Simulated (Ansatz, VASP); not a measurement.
**N in VASP and in Ansatz**

```
N
1.0
     5.81510    0.00000    0.00000
     0.00000    5.81510    0.00000
     0.00000    0.00000    5.81510
N
8
Direct
  0.04586 0.45414 0.54586
  0.45414 0.54586 0.04586
  0.54586 0.04586 0.45414
  0.95414 0.95414 0.95414
  0.93610 0.56390 0.43610
  0.56390 0.43610 0.93610
  0.43610 0.93610 0.56390
  0.06390 0.06390 0.06390
```

Alike in both runs: task single point; functional RPBE; k mesh 5 × 5 × 5; occupations gaussian, width 0.1 eV; no spin polarisation.

```csv
,VASP,Ansatz
version,VASP 6.6.1,Ansatz 0.2.0
potentials or method,"VASP PAW PBE potentials, release 64 (N)",Ansatz PAW
plane-wave cutoff (eV),520,420
valence electrons in the cell,40,40
```

|  | VASP | Ansatz | Ansatz less VASP |
| --- | --- | --- | --- |
| gap on the k mesh at the Fermi level (eV) | 7.48 | 7.52 | +0.041 |
| least direct gap on the mesh (eV) | 7.49 | 7.54 | +0.041 |
| pressure (GPa) | 2.6 | 0.7 | -1.86 |
| rms of the force components (eV/Å) | 0.992 | 0.023 | -0.9689 |

Atom by atom the forces differ by 1.014 eV/Å (rms over components). One of these differences is far larger than is usual between the two programs; its cause wasn't traced. With one functional, cell and mesh, what is left measures potentials, basis and numerics.

Caveats: the standard files for N, O and F lose accuracy on very short bonds (VASP); the PAW data sets were made with another functional, which shifts forces and pressure a little (VASP); an odd mesh through Γ misses points on the zone boundary, where band edges often lie (VASP); odd divisions of the mesh miss points on the zone boundary, where band edges often lie, so the gap on the mesh can be too wide (Ansatz); the pressure holds a Pulay correction of +0.3 GPa for the finite cutoff (Ansatz); the PAW data sets come from PBE, with cores solved anew for the run's functional, which leaves a small shift of forces and pressure (Ansatz). Expect the measured gap to be larger: semilocal functionals such as RPBE lack the derivative discontinuity.
